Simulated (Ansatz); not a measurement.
# TiC (Fm-3m) in Ansatz: a series of runs

Runs on TiC. Level: PBE. Tasks: single point.

Program: Ansatz 0.2.0. These are calculated values, not measurements. Logs are shortened: lines on timing, memory, paths and dates and some standing lists are left out, and cuts for length are marked.

### Step 1. Starting point

The structure is cubic, space group Fm-3m (No. 225). The conventional cell has a = 4.331 Å, b = 4.331 Å, c = 4.331 Å, α = 90.00°, β = 90.00°, γ = 90.00°. Ti (site symmetry m-3m) is surrounded by 6 C at 2.17 Å. Around C (site symmetry m-3m) lie 6 Ti at 2.17 Å.

The cell is a database's computed one.

### Step 2. Single point, PBE

Input file input.yaml:

```yaml
crystal:
  lattice:
    - [0.0, 2.1657188437, 2.1657188437]
    - [2.1657188437, 0.0, 2.1657188437]
    - [2.1657188437, 2.1657188437, 0.0]
  atoms:
    - { symbol: Ti, position: [0.0, 0.0, 0.0] }
    - { symbol: C, position: [0.5, 0.5, 0.5] }
kpoints:
  mp_grid: { grid: [11, 11, 11] }
scf:
  occupations: { method: gaussian, width: 0.029 }
hamiltonian:
  xc: pbe
  pseudopotentials: { kind: all_electron, lapw: { basis_error: 0.001 } }
output:
  forces: true
  stress: true
  eigenvalues: true
```

Potentials or basis: all-electron LAPW, scalar-relativistic.

Launch:

```console
$ ansatz run input.yaml --threads 1 --pin off --max-ram 3072MiB --backend cpu --events-out ev --progress --plain --runs-dir out
```

What it wrote:

```text
Warning: RAYON_NUM_THREADS=1 ignored (pool sized by the plan → 1); use --threads N
LAPW: plane waves up to 9.058 Å⁻¹, error target 1.0e-3 eV per atom; small_component_spin mean_spin; C in spheres of 0.940 Å, 6 of its electrons in bands, Dirac shells []; Ti in spheres of 1.226 Å, 18 of its electrons in bands, Dirac shells [] (how accurate: hamiltonian.pseudopotentials.lapw.basis_error, Limitations)
Engine: ansatz 0.2.0, aarch64-unknown-linux-gnu
Pseudopotentials: kind: all_electron
Pseudopotential: Ti, LAPW, valence charge 18, lapw/all_electron/scalar/gaussian/Ti, Koelling and Harmon's equation, gaussian nucleus
Pseudopotential: C, LAPW, valence charge 6, lapw/all_electron/scalar/gaussian/C, Koelling and Harmon's equation, gaussian nucleus
Functional definition: PBE
  parameter kappa = 0.804
  parameter beta = 0.06672455060314922
  exchange = pbe_x(kappa = kappa, mu = beta*pi^2/3)
  correlation = pbe_c(beta = beta)
Crystal: 2 atoms, lattice volume = 20.316 Å³
Basis set: ecut = 312.6128468900588 eV, 259 PW (Γ), exchange–correlation at level 2
Bands: 16, of which v1, the nominal top of the filled ones, is band 12 counted from 1 (11 counted from 0)
Symmetry: 48 space group operations
Space group: Fm-3m (ITA 225), of the structure as read, at distance tolerance 2.7e-5 Å
k-points: 56 of 1331
Non-local potential: Ti, projectors of the file, none
Non-local potential: C, projectors of the file, none
Initial density: superposition of atomic densities (chi_scale 0.1, normalization cell, long waves kept (reshape's long-wave potential 0.00 eV rms))
Initial wavefunctions: plane waves of lowest kinetic energy (no species holds an atomic orbital)
Functional: x = pbe(κ = 0.804, μ = 0.2195149727645171), c = pbe(β = 0.06672455060314922)
iter 1 solved again at ethr=2.64e-2 eV; its pass at ethr=1.00e-1 eV (dr2=6.34e0 eV) is discarded
SCF iter   1: F=—  HF=-24274.168800 eV  |F-HF|=—  |Δ(HF+E_count)|=         —  Δρ=1.59e-1  dr2=6.34e0  ethr=2.64e-2  ⟨swp⟩=2.0  Hψ=5572  notcnv=0
preconditioner: auto → none  [metal: Δε(μ)=0.026 eV  Ē_g=20.593 eV  σ=0.029 eV  W_gap=0.46  n_scr=8 (ndim 8)  ℏωp=30.8 eV  f_vac=0.000  D(μ)=0.45/eV (n_scr^D=0)  sad-step TF]
SCF iter   2: F=—  HF=-24272.414210 eV  |F-HF|=—  |Δ(HF+E_count)|=    1.75e0  Δρ=5.90e-2  dr2=6.40e-1  ethr=2.64e-2  ⟨swp⟩=3.0  Hψ=2799  notcnv=0
SCF iter   3: F=—  HF=-24271.855614 eV  |F-HF|=—  |Δ(HF+E_count)|=   5.59e-1  Δρ=1.88e-2  dr2=7.22e-2  ethr=2.67e-3  ⟨swp⟩=3.0  Hψ=2845  notcnv=0
SCF iter   4: F=—  HF=-24271.872923 eV  |F-HF|=—  |Δ(HF+E_count)|=         —  Δρ=9.13e-3  dr2=1.52e-2  ethr=3.01e-4  ⟨swp⟩=2.0  Hψ=2773  notcnv=0
the basis was enlarged: its passes take 118.4 KiB over the memory plan, 1 of 1 planned eigensolver slots
iter 5 solved again at ethr=1.17e-6 eV; its pass at ethr=6.34e-5 eV (dr2=2.81e-4 eV) is discarded
SCF iter   5: F=—  HF=-24271.859230 eV  |F-HF|=—  |Δ(HF+E_count)|=   1.37e-2  Δρ=1.20e-3  dr2=2.82e-4  ethr=1.17e-6  ⟨swp⟩=2.0  Hψ=4605  notcnv=0
SCF iter   6: F=—  HF=-24271.859004 eV  |F-HF|=—  |Δ(HF+E_count)|=   2.25e-4  Δρ=2.87e-4  dr2=1.89e-5  ethr=1.17e-6  ⟨swp⟩=2.2  Hψ=2570  notcnv=0
SCF iter   7: F=—  HF=-24271.858994 eV  |F-HF|=—  |Δ(HF+E_count)|=   1.02e-5  Δρ=9.04e-5  dr2=1.88e-6  ethr=7.87e-8  ⟨swp⟩=2.0  Hψ=2550  notcnv=0
SCF iter   8: F=—  HF=-24271.858993 eV  |F-HF|=—  |Δ(HF+E_count)|=   1.43e-6  Δρ=1.48e-5  dr2=4.96e-8  ethr=7.83e-9  ⟨swp⟩=2.0  Hψ=2550  notcnv=0
SCF iter   9: F=-24271.858993 eV  HF=-24271.858993 eV  |F-HF|=8.62e-10  |Δ(HF+E_count)|=   3.94e-8  Δρ=1.10e-6  dr2=2.82e-10  ethr=2.07e-10  ⟨swp⟩=2.0  Hψ=2551  notcnv=0
SCF 1 converged in 9 iterations: F = -24271.858993 eV  dr2 = 2.82e-10
SCF converged after 9 iterations
Free energy (F): -24271.858993 eV
Harris-Foulkes:  -24271.858993 eV  (|F-HF|=8.62e-10)
Internal energy: -24271.858666 eV  (E = F + TS)
E sigma→0 (E₀):  -24271.858829 eV
Entropy (-TS):   -0.000327 eV (-0.163 meV/atom)
Fermi energy:    15.271121 eV
--- Per-component energies (eV) ---
  E_band       = -3141.118192
  E_kinetic    = 24492.377344
  E_xc         = -1295.741067
  E_electrostatic = -47468.494942  (all electrons and nuclei)
  E_smearing   = -0.000327  (= −TS)
  E_closure    = 0.000000  (closes the sum)
  E_atoms      = -24254.253874  (free atoms, spherical and without spin; not in F)
  Σ components = -24271.858993   (vs F -24271.858993, Δ=0.00e0)
  Basis errors (estimates in eV, not in F): energy 3.0e-4 per atom: plane waves 2.6e-4 (1.5e-4 summed), levels above the bands 0.0e0, relativity 2.2e-8, radial functions 4.1e-5, core shells 2.2e-7; eigenvalues (radial functions only) 3.1e-6; not estimated: angular momenta, meshes, grids; target (lapw.basis_error) 1.0e-3; muffin-tin radii C 0.940 Å, Ti 1.226 Å
--- Forces (eV/Å), atoms counted from 1 ---
  atom   1  Ti    -0.00000000     0.00000000    -0.00000000
  atom   2  C      0.00000000    -0.00000000     0.00000000
  max |Σ_I F_I| component: 5.26e-31 eV/Å
--- Stress (GPa, compression-positive) ---
        0.248352      -0.000000      -0.000000
       -0.000000       0.248352      -0.000000
       -0.000000      -0.000000       0.248352
  P = ⅓ Tr σ = 0.2484 GPa (2.484 kbar)
--- Band table (eV; the first three rows and the last of 56) ---
  k-point 0: bands = ["-423.0276", "-423.0276", "-423.0276", "-249.5171", "-41.4173", "-17.4528", "-17.4528", "-17.4528", "2.7352", "15.8309", "15.8309", "15.8309", "16.8094", "16.8094", "16.8094", "16.8553"]
  k-point 1: bands = ["-423.0276", "-423.0276", "-423.0276", "-249.5171", "-41.4116", "-17.4939", "-17.4567", "-17.4567", "2.9217", "15.0130", "15.2900", "15.2900", "16.1567", "16.1567", "17.2077", "18.3196"]
  k-point 2: bands = ["-423.0276", "-423.0276", "-423.0276", "-249.5171", "-41.3960", "-17.6026", "-17.4670", "-17.4670", "3.4565", "13.5721", "14.1542", "14.1542", "16.5013", "16.5013", "17.6457", "19.8700"]
  k-point 55: bands = ["-423.0276", "-423.0276", "-423.0276", "-249.5171", "-41.3206", "-17.7709", "-17.7490", "-17.6156", "5.6239", "11.7808", "11.9244", "12.6534", "17.6465", "18.0627", "18.7464", "20.3566"]
```

Run time: 7.2 s. Hardware: 1 thread of Arm Neoverse V1, shared host; peak memory 0.29 GiB.

Results:

| Property | Result |
| --- | --- |
| Free energy | -24271.8590 eV |
| Pressure | 0.2 GPa |
| Band gap on the k mesh | none (metal or under the smearing width) |

Levels at points of the mesh, in eV from the Fermi level:
| k point | band 10 | band 11 | band 12 | band 13 | band 14 | band 15 |
| --- | --- | --- | --- | --- | --- | --- |
| (0.00, 0.00, 0.00) | 0.56 | 0.56 | 0.56 | 1.54 | 1.54 | 1.54 |

### Step 3. Single point, PBE

input.yaml, as its differences from that of step 2:

```diff
@@ -11,3 +11,3 @@
 scf:
-  occupations: { method: gaussian, width: 0.029 }
+  occupations: { method: gaussian, width: 0.021 }
 hamiltonian:
```

Potentials or basis: all-electron LAPW, scalar-relativistic.

Launch:

```console
$ ansatz run input.yaml --threads 1 --pin off --max-ram 3072MiB --backend cpu --events-out ev --progress --plain --runs-dir out
```

Run time: 7.8 s. Hardware: 1 thread of Arm Neoverse V1, shared host; peak memory 0.29 GiB.

It converged, with:

```
Free energy            : -24271.8589 eV
Pressure               : 0.2 GPa
Band gap on the k mesh : none (metal or under the smearing width)
```

Levels at points of the mesh, in eV from the Fermi level:
```tsv
k point	band 8	band 9	band 10	band 11	band 12	band 13	band 14	band 15	band 16
(0.00, 0.00, 0.00)	-32.73	-12.54	0.55	0.55	0.55	1.53	1.53	1.53	1.58
```

### Step 4. Single point, PBE

input.yaml, as its differences from that of step 3:

```diff
@@ -11,3 +11,3 @@
 scf:
-  occupations: { method: gaussian, width: 0.021 }
+  occupations: { method: gaussian, width: 0.024 }
 hamiltonian:
```

Potentials or basis: all-electron LAPW, scalar-relativistic.

Launch:

```console
$ ansatz run input.yaml --threads 1 --pin off --max-ram 3072MiB --backend cpu --events-out ev --progress --plain --runs-dir out
```

What it wrote:

```text
Warning: RAYON_NUM_THREADS=1 ignored (pool sized by the plan → 1); use --threads N
LAPW: plane waves up to 9.058 Å⁻¹, error target 1.0e-3 eV per atom; small_component_spin mean_spin; C in spheres of 0.940 Å, 6 of its electrons in bands, Dirac shells []; Ti in spheres of 1.226 Å, 18 of its electrons in bands, Dirac shells [] (how accurate: hamiltonian.pseudopotentials.lapw.basis_error, Limitations)
[... 7 set-up lines as earlier in the session ...]
[... 43 lines left out ...]
  Σ components = -24271.858937   (vs F -24271.858937, Δ=0.00e0)
  Basis errors (estimates in eV, not in F): energy 3.0e-4 per atom: plane waves 2.6e-4 (1.5e-4 summed), levels above the bands 0.0e0, relativity 2.2e-8, radial functions 4.1e-5, core shells 2.2e-7; eigenvalues (radial functions only) 3.1e-6; not estimated: angular momenta, meshes, grids; target (lapw.basis_error) 1.0e-3; muffin-tin radii C 0.940 Å, Ti 1.226 Å
--- Forces (eV/Å), atoms counted from 1 ---
  atom   1  Ti    -0.00000000     0.00000000     0.00000000
  atom   2  C      0.00000000    -0.00000000    -0.00000000
  max |Σ_I F_I| component: 5.92e-31 eV/Å
--- Stress (GPa, compression-positive) ---
        0.247993       0.000000      -0.000000
        0.000000       0.247993       0.000000
       -0.000000       0.000000       0.247993
  P = ⅓ Tr σ = 0.2480 GPa (2.480 kbar)
--- Band table (eV; the first three rows and the last of 56) ---
  k-point 0: bands = ["-423.0276", "-423.0276", "-423.0276", "-249.5171", "-41.4173", "-17.4528", "-17.4528", "-17.4528", "2.7352", "15.8309", "15.8309", "15.8309", "16.8094", "16.8094", "16.8094", "16.8553"]
  k-point 1: bands = ["-423.0276", "-423.0276", "-423.0276", "-249.5171", "-41.4116", "-17.4939", "-17.4567", "-17.4567", "2.9216", "15.0130", "15.2900", "15.2900", "16.1567", "16.1567", "17.2076", "18.3196"]
  k-point 2: bands = ["-423.0276", "-423.0276", "-423.0276", "-249.5171", "-41.3960", "-17.6026", "-17.4670", "-17.4670", "3.4565", "13.5720", "14.1542", "14.1542", "16.5013", "16.5013", "17.6457", "19.8700"]
  k-point 55: bands = ["-423.0276", "-423.0276", "-423.0276", "-249.5171", "-41.3206", "-17.7709", "-17.7490", "-17.6156", "5.6239", "11.7808", "11.9244", "12.6534", "17.6465", "18.0627", "18.7464", "20.3566"]
```

Run time: 8.2 s. Hardware: 1 thread of Arm Neoverse V1, shared host; peak memory 0.29 GiB.

What came out:

```yaml
Free_energy: -24271.8589 eV
Pressure: 0.2 GPa
Band_gap_on_the_k_mesh: none (metal or under the smearing width)
```

### Step 5. The runs side by side

```tsv
smearing	gap on the mesh (eV)	pressure (GPa)
gaussian 0.029 eV	none	0.2
gaussian 0.021 eV	none	0.2
gaussian 0.024 eV	none	0.2
```

Alike in all rows: task single point; level PBE; potentials or basis all-electron LAPW, scalar-relativistic; no spin polarisation; cell as given; k mesh 11 × 11 × 11; cutoff (eV) 313; basis error allowed 0.001 eV/atom.

Every run on the cell as given and a fine mesh finds a metal.

Compare energies only between runs with the same functional and basis.
